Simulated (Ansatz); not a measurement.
Runs of Ansatz 0.2.0 on Sb. It takes space group R-3m (No. 166, trigonal). The conventional cell has a = 4.308 Å, b = 4.308 Å, c = 11.274 Å, α = 90.00°, β = 90.00°, γ = 120.00°. Around Sb (site symmetry 3m) lie 3 Sb at 2.91 Å. 

```csv
share of exact exchange,gap on the mesh (eV),pressure (GPa),largest force (eV/Å)
0.5,0.35,-1.1,0.63
0.15,0.28,(a),(b)
0.3,0.31,0.4,0.39
0.1,0.23,1.9,0.17
0.2,0.29,1.1,0.27
0.25,0.30,0.7,(c)
0.4,0.33,-0.4,0.51
0.05,-,2.3,0.12
```

Alike in all rows: task single point; level HSE06 form with a typed share of exact exchange; potentials or basis Ansatz PAW; no spin polarisation; cell as given; k mesh 4 × 4 × 4; cutoff (eV) 420; smearing fermi-dirac 0.05 eV; the mesh is coarse, so values aren't converged.

Task: Estimate the missing entries.

Result: (a) 1.5; (b) 0.22; (c) 0.33.

Caveats: all runs use coarse meshes; the PAW data sets come from PBE, with cores solved anew for the run's functional, which leaves a small shift of forces and pressure; the thresholds are loose for stress; spin-orbit coupling is left out, which moves the levels of the heavy elements (some runs).

A k mesh can miss the band edges, and the runs leave out spin-orbit coupling on Sb.
